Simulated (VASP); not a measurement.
# MoS2 (P-3m1) in VASP: further runs

The runs below take MoS2 through single point, with HSE06.

All numbers are computed with VASP 6.6.1; they aren't measurements. Logs are shortened: lines on timing, memory, paths and dates and some standing lists are left out, and cuts for length are marked.

## Step 1: The crystal as given

The structure is trigonal, space group P-3m1 (No. 164). Conventional cell: a = 3.227 Å, b = 3.227 Å, c = 6.312 Å, α = 90.00°, β = 90.00°, γ = 120.00°. Around Mo (site symmetry -3m) lie 6 S at 2.42 Å. S (site symmetry 3m) has 3 Mo at 2.42 Å as nearest neighbours.

Measurements of this composition are mostly on another form, of space group No. 194.

## Step 2: Single point, HSE06

POSCAR reads:

```
MoS2
1.0
    3.2274645616      0.0000000000      0.0000000000
   -1.6137322808      2.7950663001      0.0000000000
    0.0000000000      0.0000000000      6.3124734200
Mo S
1 2
Direct
    0.0000000000      0.0000000000      0.5000000000
    0.6666666667      0.3333333333      0.7446806800
    0.3333333333      0.6666666667      0.2553193200
```

INCAR.step1 reads:

```
SYSTEM = MoS2
  PREC = Accurate
  ENCUT = 250
  EDIFF = 1E-5
  ISMEAR = 0
  SIGMA = 0.01
  LREAL = .False.
  LASPH = .True.
  NELM = 100
  ALGO = Normal
  ISIF = 2
  LWAVE = .True.
  LCHARG = .False.
  NBANDS = 21
  NKRED = 1
  GGA = PE
```

INCAR.step2 reads:

```
SYSTEM = MoS2
  PREC = Accurate
  ENCUT = 250
  EDIFF = 1E-6
  ISMEAR = 0
  SIGMA = 0.01
  LREAL = .False.
  LASPH = .True.
  NELM = 100
  ALGO = Normal
  ISIF = 2
  LWAVE = .False.
  LCHARG = .False.
  GGA = PE
  LHFCALC = .True.
  HFSCREEN = 0.2
  PRECFOCK = Fast
  NBANDS = 21
  NKRED = 1
  ISTART = 1
```

KPOINTS reads:

```
Automatic mesh
0
Gamma
  6 6 3
  0 0 0
```

Potentials or basis: VASP PAW PBE potentials, release 64 (Mo_sv, S).

On the command line:

```bash
cat potpaw_PBE.64/Mo_sv/POTCAR potpaw_PBE.64/S/POTCAR > POTCAR
cp INCAR.step1 INCAR
mpirun -np 1 vasp_std > vasp.out
cp INCAR.step2 INCAR
mpirun -np 1 vasp_std > vasp.out
```

OUTCAR:

```text
SYSTEM = MoS2
   PREC = Accurate
   ENCUT = 250
   EDIFF = 1E-6
   ISMEAR = 0
   LREAL = .False.
   LASPH = .True.
   NELM = 100
   ISIF = 2
   GGA = PE
   LHFCALC = .True.
   HFSCREEN = 0.2
   PRECFOCK = Fast
   NKRED = 1
   ISTART = 1

 Found     17 irreducible k-points:

 Following reciprocal coordinates:
            Coordinates               Weight
  0.000000  0.000000  0.000000      1.000000
  0.166667  0.000000  0.000000      6.000000
  0.333333  0.000000  0.000000      6.000000
  0.500000  0.000000  0.000000      3.000000
  0.166667  0.166667  0.000000      6.000000
  0.333333  0.166667  0.000000     12.000000
   k-points           NKPTS =     17   k-points in BZ     NKDIM =    108   number of bands    NBANDS=     21
   number of dos      NEDOS =    301   number of ions     NIONS =      3
   total plane-waves  NPLWV =  11664
   dimension x,y,z NGX =    18 NGY =   18 NGZ =   36
   dimension x,y,z NGXF=    36 NGYF=   36 NGZF=   72
   ions per type =               1   2
   NGX,Y,Z   is equivalent  to a cutoff of   9.27,  9.27,  9.48 a.u.
   NGXF,Y,Z  is equivalent  to a cutoff of  18.54, 18.54, 18.96 a.u.
 SYSTEM =  MoS2
   PREC   = accura    normal or accurate (medium, high low for compatibility)
   ISTART =      1    job   : 0-new  1-cont  2-samecut
   ICHARG =      0    charge: 1-file 2-atom 10-const
   ISPIN  =      1    spin polarized calculation?
   LNONCOLLINEAR =      F non collinear calculations
   LSORBIT =      F    spin-orbit coupling
   LASPH  =      T    aspherical Exc in radial PAW
   ENCUT  =  250.0 eV  18.37 Ry    4.29 a.u.   4.16  4.16  8.14*2*pi/ulx,y,z
   NELM   =    100;   NELMIN=  2; NELMDL=  0     # of ELM steps
   EDIFF  = 0.1E-05   stopping-criterion for ELM
   LREAL  =      F    real-space projection
   EDIFFG = 0.1E-04   stopping-criterion for IOM
   NSW    =      0    number of steps for IOM
   IBRION =     -1    ionic relax: 0-MD 1-quasi-New 2-CG
   NFREE  =      0    steps in history (QN), initial steepest desc. (CG)
   ISIF   =      2    stress and relaxation
   ISYM   =      3    0-nonsym 1-usesym 2-fastsym
   POTIM  = 0.5000    time-step for ionic-motion
   TEBEG  =    0.0;   TEEND  =   0.0 temperature during run
   PSTRESS=    0.0 pullay stress
   NELECT =      26.0000    total number of electrons
   NUPDOWN=      -1.0000    fix difference up-down
   EMIN   =  10.00;   EMAX   =-10.00  energy-range for DOS
   EFERMI =   0.00;   METHOD = LEGACY
   ISMEAR =     0;   SIGMA  =   0.01  broadening in eV -4-tet -1-fermi 0-gaus
   EFERMI_NEDOS =   21; number of points for ismear=-14 and -15
   IALGO  =     38    algorithm
   IMIX   =      1    mixing-type and parameters
     AMIX     =   0.40;   BMIX     =  1.00
     AMIX_MAG =   1.60;   BMIX_MAG =  1.00
  volume/ion in A,a.u.               =      18.98       128.09
  Fermi-wavevector in a.u.,A,eV,Ry     =   1.260612  2.382212 21.621610  1.589144
  Thomas-Fermi vector in A             =   2.394113
   LORBIT       =      0    0 simple, 1 ext, 2 COOP (PROOUT), +10 PAW based schemes
   GGA     = PE    functional components
   LHFCALC =     T    Hartree Fock is set to
   PRECFOCK=fast      Normal, Fast or Accurate (Low or Medium for compatibility)
   ENCUT4O =  -1.0   cutoff for four orbital integrals eV
   NKREDX  =     1    reduce k-point grid by
   NKREDY  =     1    reduce k-point grid by
   NKREDZ  =     1    reduce k-point grid by
   AEXX    =    0.2500 exact exchange contribution
   HFSCREEN=    0.2000 screening length (either q_TF or 0.3 A-1)
   HFSCREENC=   0.2000 screening length for correlation (either q_TF or 0.3 A-1)
   ENCUTFOCK=  -1.0 apply spherical cutoff to Coloumb kernel
   IVDW    =     0    specifies the selected vdW correction
   LEPSILON=     F    determine dielectric tensor
   LRPA    =     F    only Hartree local field effects (RPA)
 non-spin polarized calculation
 Gauss-broadening in eV      SIGMA  =   0.01
  energy-cutoff  :      250.00
  volume of cell :       56.94
 maximum number of plane-waves:       524
 NGX is ok and might be reduce to    18
  NGX = 10; NGY = 10; NGZ = 20

 number of electron      25.9999999 magnetization

 Free energy of the ion-electron system (eV)
  ---------------------------------------------------
  ext. energy  EPLUGINS =         0.00000000
  ---------------------------------------------------
  free energy    TOTEN  =       -25.15888517 eV

  energy without entropy =      -25.15888517  energy(sigma->0) =      -25.15888517

 E-fermi :   6.4594     XC(G=0):  -8.6162

 val. band max:        6.3954670836   @ k =   0.0000   0.0000   0.3333
 cond. band min:       7.0388812865   @ k =   0.1667   0.1667   0.3333
 fundamental gap:      0.6434142029
 Fermi energy:         6.4593836115

 k-point     1 :       0.0000    0.0000    0.0000
  band No.  band energies     occupation
      1     -59.3304      2.00000
      2     -31.9256      2.00000
      3     -31.8922      2.00000
      4     -31.8910      2.00000
      5      -9.9266      2.00000
      6      -8.3162      2.00000
[... 13 lines left out ...]
     20      17.2769      0.00000
     21      17.2769      0.00000

 k-point     2 :       0.1667    0.0000    0.0000
  band No.  band energies     occupation
      1     -59.3215      2.00000
      2     -31.9989      2.00000
      3     -31.9193      2.00000
      4     -31.9045      2.00000
      5      -9.4799      2.00000
      6      -8.2267      2.00000
[... 13 lines left out ...]
     20      16.6333      0.00000
     21      17.6011      0.00000

 k-point     3 :       0.3333    0.0000    0.0000
  band No.  band energies     occupation
      1     -59.3021      2.00000
      2     -32.1997      2.00000
      3     -31.9666      2.00000
      4     -31.8649      2.00000
      5      -8.4923      2.00000
      6      -7.9473      2.00000
[... 13 lines left out ...]
     20      15.4366      0.00000
     21      17.5460      0.00000

 k-point     4 :       0.5000    0.0000    0.0000
  band No.  band energies     occupation
      1     -59.2928      2.00000
      2     -32.2972      2.00000
      3     -31.9915      2.00000
      4     -31.8479      2.00000
      5      -8.1779      2.00000
      6      -7.4368      2.00000
[... 13 lines left out ...]
     20      15.9658      0.00000
     21      15.9950      0.00000

 k-point     5 :       0.1667    0.1667    0.0000
  band No.  band energies     occupation
      1     -59.3071      2.00000
      2     -32.1324      2.00000
      3     -31.9739      2.00000
      4     -31.8752      2.00000
      5      -8.7190      2.00000
      6      -8.0749      2.00000
[... 13 lines left out ...]
     20      16.7035      0.00000
     21      16.8225      0.00000

 k-point     6 :       0.3333    0.1667    0.0000
  band No.  band energies     occupation
      1     -59.2925      2.00000
      2     -32.2468      2.00000
      3     -32.0419      2.00000
      4     -31.8463      2.00000
      5      -8.0116      2.00000
      6      -7.6457      2.00000
[... 13 lines left out ...]
     20      16.1161      0.00000
     21      17.1605      0.00000

 [... further k-points ...]

------------------------ aborting loop because EDIFF is reached ----------------------------------------

  FORCE on cell =-STRESS in cart. coord.  units (eV):
  Direction    XX          YY          ZZ          XY          YZ          ZX
  --------------------------------------------------------------------------------------
  -------------------------------------------------------------------------------------
  Total       -2.6654056     -2.6654056     -1.5912073     -0.0000000     -0.0000000     -0.0000000
  in kB      -74.9930003    -74.9930003    -44.7697006     -0.0000000     -0.0000000     -0.0000000
  external PRESSURE =     -64.9185670 kB  Pullay stress =       0.0000000 kB

 VOLUME and BASIS-vectors are now :
 -----------------------------------------------------------------------------
  energy-cutoff  :      250.00
  volume of cell :       56.94
      direct lattice vectors                 reciprocal lattice vectors
     3.227464562  0.000000000  0.000000000     0.309840737  0.178886633  0.000000000
    -1.613732281  2.795066300  0.000000000     0.000000000  0.357773266  0.000000000
     0.000000000  0.000000000  6.312473420     0.000000000  0.000000000  0.158416509

 POSITION                                       TOTAL-FORCE (eV/Angst)
 -----------------------------------------------------------------------------------
      0.00000      0.00000      3.15624         0.000000      0.000000      0.000000
      1.61373      0.93169      4.70078        -0.000000      0.000000     -0.232076
     -0.00000      1.86338      1.61170         0.000000      0.000000      0.232076
 -----------------------------------------------------------------------------------
    total drift:                               -0.000000     -0.000000      0.000000

  FREE ENERGIE OF THE ION-ELECTRON SYSTEM (eV)
  ---------------------------------------------------
  free  energy   TOTEN  =       -25.1588851707 eV

  energy  without entropy=      -25.1588851707  energy(sigma->0) =      -25.15888517
```

OSZICAR.step1:

```text
N       E                     dE             d eps       ncg     rms          rms(c)
DAV:   1     0.951754275525E+02    0.95175E+02   -0.10870E+04   850   0.667E+02
DAV:   2    -0.190817608946E+02   -0.11426E+03   -0.11132E+03   868   0.214E+02
DAV:   3    -0.226171548810E+02   -0.35354E+01   -0.35097E+01   882   0.341E+01
DAV:   4    -0.226559550524E+02   -0.38800E-01   -0.38786E-01   869   0.372E+00
DAV:   5    -0.226564944171E+02   -0.53936E-03   -0.53934E-03   901   0.385E-01    0.225E+01
DAV:   6    -0.215264099439E+02    0.11301E+01   -0.14858E+01   749   0.199E+01    0.972E+00
DAV:   7    -0.211410982499E+02    0.38531E+00   -0.60346E+00   729   0.120E+01    0.610E+00
DAV:   8    -0.209931867726E+02    0.14791E+00   -0.78334E-01   809   0.457E+00    0.174E+00
DAV:   9    -0.209948266003E+02   -0.16398E-02   -0.24480E-02   849   0.856E-01    0.630E-01
DAV:  10    -0.209934721250E+02    0.13545E-02   -0.13920E-02   824   0.679E-01    0.121E-01
DAV:  11    -0.209933940214E+02    0.78104E-04   -0.65325E-04   839   0.152E-01    0.620E-02
DAV:  12    -0.209933663504E+02    0.27671E-04   -0.11872E-04   859   0.631E-02    0.282E-02
DAV:  13    -0.209933865847E+02   -0.20234E-04   -0.48617E-05   794   0.388E-02    0.101E-02
DAV:  14    -0.209933865273E+02    0.57392E-07   -0.43232E-06   567   0.115E-02
   1 F= -.20993387E+02 E0= -.20993387E+02  d E =-.337784E-26
```

Run time: 5.7 min. Hardware: 1 thread of AMD EPYC 9R45 (Zen 5), shared host; peak memory 0.2 GiB.

The run converged, but a check on its numbers failed (symmetry, net force, bounds or a known fault of this set-up), so they aren't taken as properties of the crystal.

Caveat: the k mesh is coarse (spacing up to 0.37 Å⁻¹), so the values aren't converged, least of all with exact exchange; the cutoff lies under the usual one of these potentials, so the numbers hold a large basis-set error; the PAW data sets were made with another functional, which shifts forces and pressure a little; this functional lacks dispersion, which binds the layers, so the pressure and a relaxed spacing across them are unreliable.

## Step 3: Single point, HSE06

POSCAR is that of step 2.

Changes to INCAR.step1 since step 2:

```diff
@@ -2,3 +2,3 @@
   PREC = Accurate
-  ENCUT = 250
+  ENCUT = 350
   EDIFF = 1E-5
```

Changes to INCAR.step2 since step 2:

```diff
@@ -2,3 +2,3 @@
   PREC = Accurate
-  ENCUT = 250
+  ENCUT = 350
   EDIFF = 1E-6
```

KPOINTS reads:

```
Automatic mesh
0
Gamma
  5 5 2
  0 0 0
```

Potentials or basis: VASP PAW PBE potentials, release 64 (Mo_sv, S).

On the command line:

```bash
cat potpaw_PBE.64/Mo_sv/POTCAR potpaw_PBE.64/S/POTCAR > POTCAR
cp INCAR.step1 INCAR
mpirun -np 1 vasp_std > vasp.out
cp INCAR.step2 INCAR
mpirun -np 1 vasp_std > vasp.out
```

Run time: 2.2 min. Hardware: 1 thread of AMD EPYC 9R45 (Zen 5), shared host; peak memory 0.21 GiB.

The run converged, but some of its settings lie outside the range that counts as converged, so its numbers aren't taken as properties of the crystal.

What came out:

| Quantity | Value |
| --- | --- |
| Free energy | -25.1406 eV |
| Pressure | -3.8 GPa |
| Largest force | 0.401 eV/Å |
| Band gap on the k mesh | none (metal or under the smearing width) |

Caveat: the k mesh is coarse (spacing up to 0.50 Å⁻¹), so the values aren't converged, least of all with exact exchange; the PAW data sets were made with another functional, which shifts forces and pressure a little; this functional lacks dispersion, which binds the layers, so the pressure and a relaxed spacing across them are unreliable.

## Step 4: Single point, HSE06

POSCAR is that of step 3.

Changes to INCAR.step1 since step 3:

```diff
@@ -2,3 +2,3 @@
   PREC = Accurate
-  ENCUT = 350
+  ENCUT = 400
   EDIFF = 1E-5
```

Changes to INCAR.step2 since step 3:

```diff
@@ -2,3 +2,3 @@
   PREC = Accurate
-  ENCUT = 350
+  ENCUT = 400
   EDIFF = 1E-6
```

KPOINTS is that of step 3.

On the command line:

```bash
cat potpaw_PBE.64/Mo_sv/POTCAR potpaw_PBE.64/S/POTCAR > POTCAR
cp INCAR.step1 INCAR
mpirun -np 1 vasp_std > vasp.out
cp INCAR.step2 INCAR
mpirun -np 1 vasp_std > vasp.out
```

Run time: 2.3 min. Hardware: 1 thread of AMD EPYC 9R45 (Zen 5), shared host; peak memory 0.22 GiB.

These settings aren't checked as converged: the numbers below hold their error.

What came out:

```
Free energy            : -25.1417 eV
Pressure               : -3.6 GPa
Largest force          : 0.403 eV/Å
Band gap on the k mesh : none (metal or under the smearing width)
```

Caveat: the k mesh is coarse (spacing up to 0.50 Å⁻¹), so the values aren't converged, least of all with exact exchange; the PAW data sets were made with another functional, which shifts forces and pressure a little; this functional lacks dispersion, which binds the layers, so the pressure and a relaxed spacing across them are unreliable.

[end of part 1 of 2]
